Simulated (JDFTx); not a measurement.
HfO2:

```xyz
3
Lattice="0.0000 2.5575 2.5575 2.5575 0.0000 2.5575 2.5575 2.5575 0.0000" Properties=species:S:1:pos:R:3 pbc="T T T"
Hf    0.0000    0.0000    0.0000
O     3.8363    3.8363    3.8363
O     1.2788    1.2788    1.2788
```

Measurements of this composition are mostly on another form, of space group No. 14.

Program: JDFTx 1.7.0 (patched build). Alike in all runs: task single point; cell as given.

**Question.** Order these runs on this cell by their band gap on the k mesh, lowest first.
A. level PBEsol; potentials or basis PseudoDojo-SR-PBEsol-0.4.1-standard; spin off; k mesh 9 × 9 × 9; cutoff (eV) 1143; smearing fermi-dirac 0.05 eV; SCF threshold on the energy 1e-09 Ha
B. level GLLB-SC; potentials or basis PseudoDojo-SR-PBE-0.5-standard; spin off; k mesh 9 × 9 × 9; cutoff (eV) 1143; smearing fixed; SCF threshold on the energy 1e-09 Ha; SCF threshold on the residual 1e-05
C. level PBE; potentials or basis PseudoDojo-FR-PBE-0.4-standard; spin SOC, no magnetisation; k mesh 7 × 7 × 7; cutoff (eV) 1143; smearing fermi-dirac 0.05 eV; SCF threshold on the energy 1e-08 Ha
D. level RPBE+U; potentials or basis SPMS-PBE-1.0 with smoothed tails; spin off; U Hf d U = 5.3 eV; k mesh 6 × 6 × 6; cutoff (eV) 1361; smearing fermi-dirac 0.1 eV; SCF threshold on the energy 1e-09 Ha; local potential set to -Z/r beyond 6 bohr; pseudo rcut 6

**Answer.** A (3.75 eV), C (3.95 eV), D (4.79 eV), B (5.68 eV).

Caveats: spin-orbit coupling is left out, which moves the levels of the heavy elements (some runs); an odd mesh through Γ misses points on the zone boundary, where band edges often lie (some runs); the gap lacks the derivative discontinuity (some runs); a model potential gives levels but no total energy (some runs).

Not every run made on this cell is shown here.
